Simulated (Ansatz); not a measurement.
# TiO2 (Anatase) (I4_1/amd) in Ansatz: convergence with xc grid

Aim: find how far xc grid must go before the results for TiO2 (Anatase) settle, at r2SCAN. This setting moves, with any that are tied to it; all else stays.

Program: Ansatz 0.2.0. These are calculated values, not measurements. Logs are shortened: lines on timing, memory, paths and dates and some standing lists are left out, and cuts for length are marked.

## (1) The crystal as given

It takes space group I4_1/amd (No. 141, tetragonal). Conventional cell: a = 3.784 Å, b = 3.784 Å, c = 9.515 Å, α = 90.00°, β = 90.00°, γ = 90.00°. Around Ti (site symmetry -4m2) lie 6 O at 1.93 to 1.98 Å. O (site symmetry 2mm) is surrounded by 3 Ti at 1.93 to 1.98 Å.

## (2) With xc grid 1

Contents of input.yaml:

```yaml
crystal:
  lattice:
    - [-1.8921, 1.8921, 4.7573]
    - [1.8921, -1.8921, 4.7573]
    - [1.8921, 1.8921, -4.7573]
  atoms:
    - { symbol: Ti, position: [0.75, 0.25, 0.5] }
    - { symbol: Ti, position: [0.0, 0.0, 0.0] }
    - { symbol: O, position: [0.7919, 0.7919, 0.0] }
    - { symbol: O, position: [0.5419, 0.0419, 0.5] }
    - { symbol: O, position: [0.9581, 0.4581, 0.5] }
    - { symbol: O, position: [0.2081, 0.2081, 0.0] }
hamiltonian:
  xc: r2scan
  pseudopotentials: { kind: nc, accuracy: standard }
kpoints:
  mp_grid: { grid: [8, 8, 8] }
scf:
  occupations: { method: methfessel_paxton, width: 0.05 }
output:
  forces: true
  stress: true
  eigenvalues: true
basis:
  xc_grid: 1
```

Potentials or basis: PseudoDojo standard (PBE files).

Run with:

```console
> ansatz run input.yaml --threads 2 --pin off --max-ram 5632MiB --backend cpu --events-out ev --progress --plain --runs-dir out
```

Run time: 39 s. Hardware: 2 threads of Intel Xeon at 2.50GHz (Skylake/Cascade Lake), shared host; peak memory 0.69 GiB.

Results:

* Free energy: -5063.8321 eV
* Pressure: -0.2 GPa
* Largest force: 0.016 eV/Å
* Band gap on the k mesh: 2.65 eV, indirect (least direct gap 2.98 eV)

## (3) With xc grid 2

input.yaml, as its differences from that of step 2:

```diff
@@ -24,2 +24,2 @@
 basis:
-  xc_grid: 1
+  xc_grid: 2
```

Potentials or basis: PseudoDojo standard (PBE files).

Run with:

```console
> ansatz run input.yaml --threads 2 --pin off --max-ram 5632MiB --backend cpu --events-out ev --progress --plain --runs-dir out
```

Run time: 40 s. Hardware: 2 threads of Intel Xeon at 2.50GHz (Skylake/Cascade Lake), shared host; peak memory 0.72 GiB.

Results:

- Free energy: -5063.8316 eV
- Pressure: -0.2 GPa
- Largest force: 0.011 eV/Å
- Band gap on the k mesh: 2.65 eV, indirect (least direct gap 2.98 eV)

## (4) With xc grid 3

input.yaml, as its differences from that of step 3:

```diff
@@ -24,2 +24,2 @@
 basis:
-  xc_grid: 2
+  xc_grid: 3
```

Run with:

```console
> ansatz run input.yaml --threads 2 --pin off --max-ram 5632MiB --backend cpu --events-out ev --progress --plain --runs-dir out
```

Wall time 40 s (2 threads of Intel Xeon at 2.50GHz (Skylake/Cascade Lake), shared host); peak memory 0.81 GiB.

It converged, with:

- Free energy: -5063.8316 eV
- Pressure: -0.2 GPa
- Largest force: 0.011 eV/Å
- Band gap on the k mesh: 2.65 eV, indirect (least direct gap 2.98 eV)

## (5) With xc grid 4

input.yaml, as its differences from that of step 4:

```diff
@@ -24,2 +24,2 @@
 basis:
-  xc_grid: 3
+  xc_grid: 4
```

Run with:

```console
> ansatz run input.yaml --threads 2 --pin off --max-ram 5632MiB --backend cpu --events-out ev --progress --plain --runs-dir out
```

Wall time 43 s (2 threads of Intel Xeon at 2.50GHz (Skylake/Cascade Lake), shared host); peak memory 0.99 GiB.

Results (log left out):

- Free energy: -5063.8316 eV
- Pressure: -0.2 GPa
- Largest force: 0.011 eV/Å
- Band gap on the k mesh: 2.65 eV, indirect (least direct gap 2.98 eV)

## (6) With xc grid 5

input.yaml, as its differences from that of step 5:

```diff
@@ -24,2 +24,2 @@
 basis:
-  xc_grid: 4
+  xc_grid: 5
```

Potentials or basis: PseudoDojo standard (PBE files).

Run with:

```console
> ansatz run input.yaml --threads 2 --pin off --max-ram 5632MiB --backend cpu --events-out ev --progress --plain --runs-dir out
```

What it wrote:

```text
Warning: hamiltonian.xc reads the kinetic-energy density τ on the library's norm-conserving files, and those of Ti, O were made for PBE. This build holds files of Ti, O that were made for r²SCAN, which a deck under this functional can read where it names no table (hamiltonian.pseudopotentials.accuracy or source), types no xc_functional and has no exact exchange, max_exx_coeff or level of output.embedding that keeps them out. To compare such runs, type hamiltonian.pseudopotentials: {kind: paw, frozen_core: stored} on both or, where PAW refuses one, {kind: nc, accuracy: standard}
Warning: RAYON_NUM_THREADS=2 ignored (pool sized by the plan → 2); use --threads N
basis.fft_grid_basis auto: the FFT boxes are laid along the combinations [[1, 0, 1], [0, 1, 1], [0, 0, 1]] of the cell's own vectors, 3.784, 3.784 and 5.458 Å long. The dense box has 45×45×64 points. Along the cell's own vectors, as sized, it would have 64×64×64, 2.02 times as many. Of the 16 symmetry operations that the crystal satisfies within crystal.symmetry.tolerance (time reversal apart; of a slab, those that keep its plane) the dense box along the cell's own vectors carries 16, and the one as laid loses 14 of those. basis.fft_grid_basis: typed keeps the cell's own vectors: state it where this run's energies or levels are differenced outside the engine with another run's, or held beside a run that keeps those vectors.
Engine: ansatz 0.2.0, x86_64-unknown-linux-gnu
Pseudopotentials: kind: nc
Pseudopotential: Ti, nc, valence charge 12, recommended cutoff 1142.878222 eV (normal), Ti.nc.azcp (PseudoDojo's, or run here from an input of PseudoDojo's; its table is named by hamiltonian.pseudopotentials.accuracy)
Pseudopotential: O, nc, valence charge 6, recommended cutoff 1142.878222 eV (normal), O.nc.azcp (PseudoDojo's, or run here from an input of PseudoDojo's; its table is named by hamiltonian.pseudopotentials.accuracy)
Functional definition: r2SCAN
  parameter k0 = 0.174
  parameter k1 = 0.065
  parameter a1 = 4.9479
  exchange = r2scan_x(k0 = k0, k1 = k1, a1 = a1)
  correlation = r2scan_c
Crystal: 6 atoms, lattice volume = 68.125 Å³
Basis set: ecut = 1142.878222 eV, 5979 PW (Γ), FFT grids on a1+a3, a2+a3, a3, exchange–correlation on 225×225×320 points (125 copies of the dense FFT grid, shifted against one another)
Bands: 30, of which v1, the nominal top of the filled ones, is band 24 counted from 1 (23 counted from 0)
Symmetry: 16 space group operations
Space group: I41/amd (ITA 141), of the structure as read, at distance tolerance 4.1e-5 Å
k-points: 59 of 512
Non-local potential: Ti, projectors of the file, l = 0: 2, l = 1: 2, l = 2: 2
Non-local potential: O, projectors of the file, l = 0: 2, l = 1: 2, l = 2: 1
Initial density: superposition of atomic densities (chi_scale 0.1, normalization cell, long waves kept (reshape's long-wave potential 0.00 eV rms))
Initial wavefunctions: pseudopotential atomic-orbital guess
Functional: x = r2scan, c = r2scan; τ floored in thin density (d = 2e-4 eV/Å³)
SCF iter   1: F=—  HF=-5064.678754 eV  |F-HF|=—  |Δ(HF+E_count)|=         —  Δρ=8.48e-2  dr2=4.91e0  dr2_τ=9.89e0  ethr=3.10e-3  ⟨swp⟩=6.3  Hψ=7259  notcnv=0
preconditioner: auto → none  [insulator: Δε(μ)=3.416 eV  Ē_g=11.255 eV  σ=0.050 eV  W_gap=1.00  n_scr=14 (ndim 8)  ℏωp=25.4 eV  f_vac=0.000  D(μ)=0.00/eV (n_scr^D=0)  ε∞_Penn≈6.1]
SCF iter   2: F=—  HF=-5064.432554 eV  |F-HF|=—  |Δ(HF+E_count)|=   2.46e-1  S|Δr|=    0.00e0  Δρ=8.52e-2  dr2=3.93e0  dr2_τ=9.62e0  ethr=3.10e-3  ⟨swp⟩=3.3  Hψ=4073  notcnv=0  defer=102
SCF iter   3: F=—  HF=-5063.860076 eV  |F-HF|=—  |Δ(HF+E_count)|=   5.72e-1  S|Δr|=    0.00e0  Δρ=2.69e-2  dr2=4.30e-1  dr2_τ=6.70e-1  ethr=3.10e-3  ⟨swp⟩=3.5  Hψ=3676  notcnv=0  defer=49
automatic band count: iteration 3 solves 29 bands in place of 30: the levels show a gap, and the empty bands left out lie too high to hold charge; the band table lists the bands solved (type scf.n_extra_bands for more)
SCF iter   4: F=—  HF=-5063.827124 eV  |F-HF|=—  |Δ(HF+E_count)|=   3.30e-2  S|Δr|=    0.00e0  Δρ=8.88e-3  dr2=3.02e-2  dr2_τ=1.11e-2  ethr=8.95e-4  ⟨swp⟩=2.3  Hψ=2811  notcnv=0  defer=59
SCF iter   5: F=—  HF=-5063.831389 eV  |F-HF|=—  |Δ(HF+E_count)|=   4.26e-3  S|Δr|=    0.00e0  Δρ=1.84e-3  dr2=8.60e-4  dr2_τ=1.56e-3  ethr=6.30e-5  ⟨swp⟩=2.4  Hψ=2966  notcnv=0
automatic band count: iteration 5 solves 28 bands in place of 29: the levels show a gap, and the empty bands left out lie too high to hold charge; the band table lists the bands solved (type scf.n_extra_bands for more)
SCF iter   6: F=—  HF=-5063.831670 eV  |F-HF|=—  |Δ(HF+E_count)|=   2.81e-4  S|Δr|=    0.00e0  Δρ=3.30e-4  dr2=3.62e-5  dr2_τ=1.13e-4  ethr=1.79e-6  ⟨swp⟩=2.2  Hψ=2766  notcnv=0
SCF iter   7: F=—  HF=-5063.831616 eV  |F-HF|=—  |Δ(HF+E_count)|=   5.45e-5  S|Δr|=    0.00e0  Δρ=7.83e-5  dr2=2.51e-6  dr2_τ=2.11e-6  ethr=7.55e-8  ⟨swp⟩=2.1  Hψ=2685  notcnv=0
SCF iter   8: F=-5063.831615 eV  HF=-5063.831616 eV  |F-HF|=3.82e-8  |Δ(HF+E_count)|=   2.15e-7  S|Δr|=    0.00e0  Δρ=1.62e-5  dr2=7.02e-8  dr2_τ=7.88e-8  ethr=2.08e-10  ⟨swp⟩=5.7  Hψ=9649  notcnv=0
SCF 1 converged in 8 iterations: F = -5063.831615 eV  dr2 = 7.02e-8
SCF converged after 8 iterations
Stability not checked: this state was not tested for a lower state beside it, because cold or Methfessel-Paxton smearing, or corrected tetrahedra, fill the levels in a way that the test cannot read (fill_not_monotonic; see scf.lower_state_search)
Free energy (F): -5063.831615 eV
Harris-Foulkes:  -5063.831616 eV  (|F-HF|=3.82e-8)
Internal energy: -5063.831615 eV  (E = F + TS)
E sigma→0 (E₀):  -5063.831615 eV
Fermi energy:    8.375543 eV
Step filling:    the computed levels leave a gap of 2.6515 eV = 53.0 smearing widths at the electron count; against every level under it full and every level over it empty, smearing changes F+E_penalty+E_count by +5.39e-307 meV and its σ→0 estimate by -1.89e-304 meV
--- Per-component energies (eV) ---
  E_band       = -511.972484
  E_kinetic    = 2435.363929
  E_local      = -4375.838619  (includes V_loc(G=0)·N_el)
  E_nonlocal   = -213.708925
  E_hartree    = 1366.878503
  E_xc         = -954.330951
  E_vxc        = -1177.845928  (∫ρ·V_xc dr)
  E_vtau       = 86.301442  (kinetic-family band-sum trace: ∫τ·v_τ [+ j·A + Jᵃ·Aᵃ] dr)
  E_ewald      = -3322.195552
  E_smearing   = 0.000000  (= −TS)
  E_closure    = -0.000000  (closes the sum)
  Σ components = -5063.831615   (vs F -5063.831615, Δ=0.00e0)
--- Forces (eV/Å), atoms counted from 1 ---
  atom   1  Ti     0.00000000     0.00000000    -0.00000000
  atom   2  Ti    -0.00000000    -0.00000000     0.00000000
  atom   3  O      0.00000000     0.00000000     0.01082777
  atom   4  O     -0.00000000    -0.00000000     0.01082777
  atom   5  O     -0.00000000    -0.00000000    -0.01082777
  atom   6  O      0.00000000     0.00000000    -0.01082777
  max |Σ_I F_I| component: 1.21e-17 eV/Å
--- Stress (GPa, compression-positive) ---
       -0.406506      -0.000000       0.000000
       -0.000000      -0.406506      -0.000000
        0.000000      -0.000000       0.228526
  P = ⅓ Tr σ = -0.1948 GPa (-1.948 kbar)
--- Band table (eV; the first three rows and the last of 59) ---
  k-point 0: bands = ["-52.2237", "-52.1660", "-27.2972", "-27.0537", "-27.0537", "-26.9835", "-26.9835", "-26.9028", "-12.0403", "-11.0531", "-10.9089", "-10.5825", "3.0152", "3.1325", "3.1325", "3.5104", "4.9368", "4.9368", "4.9545", "6.2625", "6.2775", "6.2775", "6.5947", "6.5947", "9.7006", "10.4750", "11.6029", "11.6029"]
  k-point 1: bands = ["-52.2208", "-52.1675", "-27.2965", "-27.0838", "-27.0644", "-27.0005", "-26.9835", "-26.8969", "-11.8928", "-10.9636", "-10.8455", "-10.5386", "2.8168", "2.9549", "2.9830", "3.5392", "4.6473", "5.0368", "5.1065", "5.9137", "5.9171", "5.9533", "6.3211", "6.7567", "10.3026", "10.5563", "11.0364", "11.3905"]
  k-point 2: bands = ["-52.2130", "-52.1722", "-27.2947", "-27.1490", "-27.0889", "-27.0417", "-26.9784", "-26.8953", "-11.5073", "-10.7610", "-10.6821", "-10.4367", "2.3404", "2.6217", "2.8788", "3.7289", "4.1377", "4.4371", "4.6660", "4.9777", "5.1589", "6.0915", "6.4237", "6.8343", "10.6003", "10.7249", "11.1211", "11.3550"]
  k-point 58: bands = ["-52.1949", "-52.1949", "-27.1035", "-27.1035", "-27.0763", "-27.0763", "-26.9606", "-26.9606", "-11.4679", "-11.4679", "-10.8452", "-10.8452", "3.2221", "3.2221", "3.2588", "3.2588", "4.9889", "4.9889", "5.6446", "5.6446", "5.7492", "5.7492", "6.9376", "6.9376", "10.0740", "10.0740", "11.4250", "11.4250"]
```

Run time: 50 s. Hardware: 2 threads of Intel Xeon at 2.50GHz (Skylake/Cascade Lake), shared host; peak memory 1.4 GiB.

What came out:

```
Free energy            : -5063.8316 eV
Pressure               : -0.2 GPa
Largest force          : 0.011 eV/Å
Band gap on the k mesh : 2.65 eV, indirect (least direct gap 2.98 eV)
```

## (7) Summary

```tsv
xc grid	energy less the tightest run, at zero smearing (meV/atom)	largest force (eV/Å)	SCF cycles	CPU time (s)	peak memory (GiB)
1	-0.08	0.016	8	76	0.69
2	0.00	0.011	8	76	0.72
3	0.00	0.011	8	78	0.81
4	0.00	0.011	8	82	0.99
5	0.00	0.011	8	95	1.4
```

Against the tightest run, the energy stays within 1 meV/atom from 1 on; the largest force stays within 0.005 eV/Å from 1 on. The tightest run that finished is the yardstick and may itself not be fully converged.

Caveats: the meta-GGA runs on potentials made for a GGA; the potentials were made for another functional, which shifts forces and pressure.
